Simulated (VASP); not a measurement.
# CdS (Fm-3m) in VASP: further runs, part 2 of 2

VASP 6.6.1.

### Step 4. Dielectric tensor, PBEsol

Contents of INCAR:

```
ALGO = Normal
EDIFF = 1E-8
ENCUT = 350
GGA = PS
ISIF = 2
ISMEAR = 0
LASPH = True
LCHARG = False
LEPSILON = True
LREAL = False
LWAVE = False
NELM = 100
PREC = Accurate
SIGMA = 0.1
```

Contents of KPOINTS:

```
k-points
0
Gamma
  8 8 8
```

Contents of POSCAR:

```
CdS
1.0
    0.0000000000      2.7532440000      2.7532440000
    2.7532440000      0.0000000000      2.7532440000
    2.7532440000      2.7532440000      0.0000000000
Cd S
1 1
Direct
    0.0000000000      0.0000000000      0.0000000000
    0.5000000000      0.5000000000      0.5000000000
```

Potentials or basis: VASP PAW PBE potentials, release 64 (Cd, S).

Launch:

```sh
cat potpaw_PBE.64/Cd/POTCAR potpaw_PBE.64/S/POTCAR > POTCAR
mpirun -np 1 vasp_std > vasp.out
```

OUTCAR:

```text
EDIFF = 1E-8
   ENCUT = 350
   GGA = PS
   ISIF = 2
   ISMEAR = 0
   LASPH = True
   LEPSILON = True
   LREAL = False
   NELM = 100
   PREC = Accurate

 Found     29 irreducible k-points:

 Following reciprocal coordinates:
            Coordinates               Weight
  0.000000  0.000000  0.000000      1.000000
  0.125000  0.000000  0.000000      8.000000
  0.250000  0.000000  0.000000      8.000000
  0.375000  0.000000  0.000000      8.000000
  0.500000  0.000000  0.000000      4.000000
  0.125000  0.125000  0.000000      6.000000
   k-points           NKPTS =     29   k-points in BZ     NKDIM =     29   number of bands    NBANDS=     13
   number of dos      NEDOS =    301   number of ions     NIONS =      2
   total plane-waves  NPLWV =  13824
   dimension x,y,z NGX =    24 NGY =   24 NGZ =   24
   dimension x,y,z NGXF=    48 NGYF=   48 NGZF=   48
   ions per type =               1   1
   NGX,Y,Z   is equivalent  to a cutoff of  10.25, 10.25, 10.25 a.u.
   NGXF,Y,Z  is equivalent  to a cutoff of  20.49, 20.49, 20.49 a.u.
 SYSTEM =  unknown system
   PREC   = accura    normal or accurate (medium, high low for compatibility)
   ISTART =      0    job   : 0-new  1-cont  2-samecut
   ICHARG =      2    charge: 1-file 2-atom 10-const
   ISPIN  =      1    spin polarized calculation?
   LNONCOLLINEAR =      F non collinear calculations
   LSORBIT =      F    spin-orbit coupling
   LASPH  =      T    aspherical Exc in radial PAW
   ENCUT  =  350.0 eV  25.72 Ry    5.07 a.u.   5.94  5.94  5.94*2*pi/ulx,y,z
   NELM   =    100;   NELMIN=  2; NELMDL= -5     # of ELM steps
   EDIFF  = 0.1E-07   stopping-criterion for ELM
   LREAL  =      F    real-space projection
   EDIFFG = 0.1E-06   stopping-criterion for IOM
   NSW    =      0    number of steps for IOM
   IBRION =     -1    ionic relax: 0-MD 1-quasi-New 2-CG
   NFREE  =      0    steps in history (QN), initial steepest desc. (CG)
   ISIF   =      2    stress and relaxation
   ISYM   =      2    0-nonsym 1-usesym 2-fastsym
   POTIM  = 0.5000    time-step for ionic-motion
   TEBEG  =    0.0;   TEEND  =   0.0 temperature during run
   PSTRESS=    0.0 pullay stress
[... 170 lines left out ...]
          -0.000000    -0.000000    10.432508
 ------------------------------------------------------

 Free energy of the ion-electron system (eV)
  ---------------------------------------------------
  ---------------------------------------------------
  free energy    TOTEN  =        -1.08974912 eV

  energy without entropy =       -1.08974912

------------------------ aborting loop because EDIFF is reached ----------------------------------------

--------------------------------------- Ionic step        2  -------------------------------------------

------------------------ aborting loop because EDIFF is reached ----------------------------------------

--------------------------------------- Ionic step        3  -------------------------------------------

 Free energy of the ion-electron system (eV)
  ---------------------------------------------------
  ---------------------------------------------------
  free energy    TOTEN  =        -1.08974902 eV

  energy without entropy =       -1.08974902

------------------------ aborting loop because EDIFF is reached ----------------------------------------

 PIEZOELECTRIC TENSOR FIELD DIRECTION 3  (e Angst)
 -----------------------------------------------------------------------------
     0.00030  0.00000  0.00000           ( -0.00000  0.00000  0.00000)
     0.00000  0.00030 -0.00000           (  0.00000 -0.00000  0.00000)
     0.00000  0.00000 -0.00303           (  0.00000  0.00000  0.00002)

 PIEZOELECTRIC TENSOR FIELD DIRECTION 3  (C/m^2)
 -----------------------------------------------------------------------------
     0.00012  0.00000  0.00000
     0.00000  0.00012 -0.00000
     0.00000  0.00000 -0.00116

 MACROSCOPIC STATIC DIELECTRIC TENSOR (including local field effects in DFT)
 ------------------------------------------------------
          10.002459     0.000000    -0.000000
           0.000000    10.002459    -0.000000
           0.000000     0.000000    10.002459
 ------------------------------------------------------

 PIEZOELECTRIC TENSOR (including local field effects)  for field in x, y, z        (e  Angst)
          XX          YY          ZZ          XY          YZ          ZX
  --------------------------------------------------------------------------------
  x     0.00000     0.00000     0.00000     0.00000     0.00000     0.00000
  y     0.00000     0.00000     0.00000     0.00000     0.00000     0.00000
  z     0.00000     0.00000     0.00000     0.00000     0.00000     0.00000

 PIEZOELECTRIC TENSOR (including local field effects)  for field in x, y, z        (C/m^2)
          XX          YY          ZZ          XY          YZ          ZX
  --------------------------------------------------------------------------------
  x     0.00000     0.00000     0.00000     0.00000     0.00000     0.00000
  y     0.00000     0.00000     0.00000     0.00000     0.00000     0.00000
  z     0.00000     0.00000     0.00000     0.00000     0.00000     0.00000

 BORN EFFECTIVE CHARGES (including local field effects) (in |e|, cummulative output)
 ---------------------------------------------------------------------------------
 ion    1
    1     3.01687     0.00000     0.00000
    2     0.00000     3.01687    -0.00000
    3     0.00000    -0.00000     3.01687
 ion    2
    1    -3.01687     0.00000    -0.00000
    2     0.00000    -3.01687     0.00000
    3    -0.00000     0.00000    -3.01687
```

stdout:

```text
POSCAR found type information on POSCAR CdS
 POSCAR found :  2 types and       2 ions
 scaLAPACK will be used
 -----------------------------------------------------------------------------
|                                                                             |
|                                                                             |
|     You enforced a specific xc type in the INCAR file but a different       |
[... 28 lines left out ...]
  Direction:   1
 dielectric tensor                  component  1 :    10.002     3.623     0.889
 Linear response to external field, progress :
  Direction:   2
 dielectric tensor                  component  2 :     3.647    10.002    -0.194
 Linear response to external field, progress :
  Direction:   3
 dielectric tensor                  component  3 :     0.859     2.510    10.002
 Born effective charges drift removed
```

It took 50 s on 1 thread of Intel Xeon Platinum 8488C (Sapphire Rapids), shared host; peak memory 0.18 GiB.

These settings aren't checked as converged: the numbers below hold their error.

Results:

- Band gap on the k mesh: 0.13 eV, indirect (least direct gap 1.41 eV)
- Electronic dielectric tensor (diagonal): 10.00
- Born charges (mean of the diagonal): Cd +3.02; S -3.02 e

Caveat: the gap is small at this level, which inflates the dielectric constant; the PAW data sets were made with another functional, which shifts forces and pressure a little.

### Step 5. Dielectric tensor, PBEsol

INCAR, as its differences from that of step 4:

```diff
@@ -2,3 +2,3 @@
 EDIFF = 1E-8
-ENCUT = 350
+ENCUT = 250
 GGA = PS
@@ -13,2 +13,2 @@
 PREC = Accurate
-SIGMA = 0.1
+SIGMA = 0.01
```

Contents of KPOINTS:

```
k-points
0
Gamma
  10 10 10
```

POSCAR is that of step 4.

Potentials or basis: VASP PAW PBE potentials, release 64 (Cd, S).

Launch:

```sh
cat potpaw_PBE.64/Cd/POTCAR potpaw_PBE.64/S/POTCAR > POTCAR
mpirun -np 1 vasp_std > vasp.out
```

OUTCAR:

```text
EDIFF = 1E-8
   ENCUT = 250
   GGA = PS
   ISIF = 2
   ISMEAR = 0
   LASPH = True
   LEPSILON = True
   LREAL = False
   NELM = 100
   PREC = Accurate

 Found     47 irreducible k-points:

 Following reciprocal coordinates:
            Coordinates               Weight
  0.000000  0.000000  0.000000      1.000000
  0.100000  0.000000  0.000000      8.000000
  0.200000  0.000000  0.000000      8.000000
  0.300000  0.000000  0.000000      8.000000
  0.400000  0.000000  0.000000      8.000000
  0.500000  0.000000  0.000000      4.000000
   k-points           NKPTS =     47   k-points in BZ     NKDIM =     47   number of bands    NBANDS=     13
   number of dos      NEDOS =    301   number of ions     NIONS =      2
   total plane-waves  NPLWV =   8000
   dimension x,y,z NGX =    20 NGY =   20 NGZ =   20
[... 233 lines left out ...]
     0.00000 -0.00018  0.00000
     0.00000  0.00000 -0.00078

 MACROSCOPIC STATIC DIELECTRIC TENSOR (including local field effects in DFT)
 ------------------------------------------------------
           9.755849     0.000000    -0.000000
           0.000000     9.755849     0.000000
           0.000000     0.000000     9.755849
 ------------------------------------------------------

 PIEZOELECTRIC TENSOR (including local field effects)  for field in x, y, z        (e  Angst)
          XX          YY          ZZ          XY          YZ          ZX
  --------------------------------------------------------------------------------
  x     0.00000     0.00000     0.00000     0.00000     0.00000     0.00000
  y     0.00000     0.00000     0.00000     0.00000     0.00000     0.00000
  z     0.00000     0.00000     0.00000     0.00000     0.00000     0.00000

 PIEZOELECTRIC TENSOR (including local field effects)  for field in x, y, z        (C/m^2)
          XX          YY          ZZ          XY          YZ          ZX
  --------------------------------------------------------------------------------
  x     0.00000     0.00000     0.00000     0.00000     0.00000     0.00000
  y     0.00000     0.00000     0.00000     0.00000     0.00000     0.00000
  z     0.00000     0.00000     0.00000     0.00000     0.00000     0.00000

 BORN EFFECTIVE CHARGES (including local field effects) (in |e|, cummulative output)
 ---------------------------------------------------------------------------------
 ion    1
    1     3.01765     0.00000    -0.00000
    2    -0.00000     3.01765    -0.00000
    3     0.00000    -0.00000     3.01765
 ion    2
    1    -3.01765    -0.00000     0.00000
    2     0.00000    -3.01765     0.00000
    3     0.00000     0.00000    -3.01765
```

OSZICAR:

```text
N       E                     dE             d eps       ncg     rms          rms(c)
DAV:   1     0.552234759381E+02    0.55223E+02   -0.64787E+03  1381   0.719E+02
[... 13 lines left out ...]
RMM:   5    -0.105916170575E+01   -0.16819E-01   -0.88284E-04  4048   0.218E-01    0.477E-02
RMM:   6    -0.105918793669E+01   -0.26231E-04   -0.29227E-05  3899   0.319E-02    0.236E-02
RMM:   7    -0.105993319444E+01   -0.74526E-03   -0.31177E-06  4276   0.141E-02    0.236E-03
RMM:   8    -0.105997972695E+01   -0.46533E-04   -0.17956E-07  4047   0.250E-03    0.736E-04
RMM:   9    -0.105998380251E+01   -0.40756E-05    0.12109E-07  4245   0.729E-04    0.887E-05
RMM:  10    -0.105998295738E+01    0.84513E-06    0.31746E-07  3027   0.120E-04    0.275E-05
RMM:  11    -0.105998311220E+01   -0.15482E-06    0.26853E-07  1775   0.570E-05    0.919E-06
```

stdout:

```text
POSCAR found type information on POSCAR CdS
 POSCAR found :  2 types and       2 ions
 scaLAPACK will be used
 -----------------------------------------------------------------------------
|                                                                             |
|                                                                             |
|     You enforced a specific xc type in the INCAR file but a different       |
[... 28 lines left out ...]
  Direction:   1
 dielectric tensor                  component  1 :     9.756     3.343     0.958
 Linear response to external field, progress :
  Direction:   2
 dielectric tensor                  component  2 :     3.267     9.756     0.087
 Linear response to external field, progress :
  Direction:   3
 dielectric tensor                  component  3 :     0.842     2.432     9.756
 Born effective charges drift removed
```

Run time: 61 s. Hardware: 1 thread of Intel Xeon Platinum 8488C (Sapphire Rapids), shared host; peak memory 0.17 GiB.

The run converged, but a check on its numbers failed (symmetry, net force, bounds or a known fault of this set-up), so they aren't taken as properties of the crystal.

Caveat: the cutoff lies under the usual one of these potentials, so the numbers hold a large basis-set error; the gap is small at this level, which inflates the dielectric constant; the PAW data sets were made with another functional, which shifts forces and pressure a little.

### Step 6. Dielectric tensor, PBEsol

INCAR, as its differences from that of step 5:

```diff
@@ -2,3 +2,3 @@
 EDIFF = 1E-8
-ENCUT = 250
+ENCUT = 600
 GGA = PS
```

Contents of KPOINTS:

```
k-points
0
Gamma
  7 7 7
```

POSCAR is that of step 5.

Potentials or basis: VASP PAW PBE potentials, release 64 (Cd, S).

Launch:

```sh
cat potpaw_PBE.64/Cd/POTCAR potpaw_PBE.64/S/POTCAR > POTCAR
mpirun -np 1 vasp_std > vasp.out
```

OUTCAR:

```text
EDIFF = 1E-8
   ENCUT = 600
   GGA = PS
   ISIF = 2
   ISMEAR = 0
   LASPH = True
   LEPSILON = True
   LREAL = False
   NELM = 100
   PREC = Accurate

 Found     20 irreducible k-points:

 Following reciprocal coordinates:
            Coordinates               Weight
  0.000000  0.000000  0.000000      1.000000
  0.142857  0.000000  0.000000      8.000000
  0.285714  0.000000  0.000000      8.000000
  0.428571  0.000000  0.000000      8.000000
  0.142857  0.142857  0.000000      6.000000
  0.285714  0.142857  0.000000     24.000000
   k-points           NKPTS =     20   k-points in BZ     NKDIM =     20   number of bands    NBANDS=     13
   number of dos      NEDOS =    301   number of ions     NIONS =      2
   total plane-waves  NPLWV =  32768
   dimension x,y,z NGX =    32 NGY =   32 NGZ =   32
[... 233 lines left out ...]
     0.00000  0.00034  0.00000
     0.00000  0.00000 -0.00147

 MACROSCOPIC STATIC DIELECTRIC TENSOR (including local field effects in DFT)
 ------------------------------------------------------
          10.599836    -0.000000     0.000000
          -0.000000    10.599836     0.000000
          -0.000000     0.000000    10.599836
 ------------------------------------------------------

 PIEZOELECTRIC TENSOR (including local field effects)  for field in x, y, z        (e  Angst)
          XX          YY          ZZ          XY          YZ          ZX
  --------------------------------------------------------------------------------
  x     0.00000     0.00000     0.00000     0.00000     0.00000     0.00000
  y     0.00000     0.00000     0.00000     0.00000     0.00000     0.00000
  z     0.00000     0.00000     0.00000     0.00000     0.00000     0.00000

 PIEZOELECTRIC TENSOR (including local field effects)  for field in x, y, z        (C/m^2)
          XX          YY          ZZ          XY          YZ          ZX
  --------------------------------------------------------------------------------
  x     0.00000     0.00000     0.00000     0.00000     0.00000     0.00000
  y     0.00000     0.00000     0.00000     0.00000     0.00000     0.00000
  z     0.00000     0.00000     0.00000     0.00000     0.00000     0.00000

 BORN EFFECTIVE CHARGES (including local field effects) (in |e|, cummulative output)
 ---------------------------------------------------------------------------------
 ion    1
    1     3.09081    -0.00000     0.00000
    2    -0.00000     3.09081     0.00000
    3     0.00000     0.00000     3.09081
 ion    2
    1    -3.09081     0.00000    -0.00000
    2     0.00000    -3.09081    -0.00000
    3    -0.00000     0.00000    -3.09081
```

stdout:

```text
POSCAR found type information on POSCAR CdS
 POSCAR found :  2 types and       2 ions
 scaLAPACK will be used
 -----------------------------------------------------------------------------
|                                                                             |
|                                                                             |
|     You enforced a specific xc type in the INCAR file but a different       |
[... 28 lines left out ...]
  Direction:   1
 dielectric tensor                  component  1 :    10.600     3.834     0.851
 Linear response to external field, progress :
  Direction:   2
 dielectric tensor                  component  2 :     3.873    10.600    -0.389
 Linear response to external field, progress :
  Direction:   3
 dielectric tensor                  component  3 :     0.907     2.577    10.600
 Born effective charges drift removed
```

Wall time 83 s (1 thread of Intel Xeon Platinum 8488C (Sapphire Rapids), shared host); peak memory 0.23 GiB.

These settings aren't checked as converged: the numbers below hold their error.

Results:

| Quantity | Value |
| --- | --- |
| Band gap on the k mesh | 0.39 eV, indirect (least direct gap 1.41 eV) |
| Electronic dielectric tensor (diagonal) | 10.60 |
| Born charges (mean of the diagonal) | Cd +3.09; S -3.09 e |

Caveat: the gap is small at this level, which inflates the dielectric constant; the PAW data sets were made with another functional, which shifts forces and pressure a little; an odd mesh through Γ misses points on the zone boundary, where band edges often lie.

### Step 7. The reference run

An earlier run on the cell as given: functional PBE; potentials or basis VASP PAW PBE potentials, release 64 (Cd, S); cutoff 520 eV; k mesh 8 × 8 × 8; occupations fermi-dirac, width 0.05 eV; no spin polarisation.

- Pressure: -0.1 GPa
- Band gap on the k mesh: 0.26 eV, indirect (least direct gap 1.53 eV)
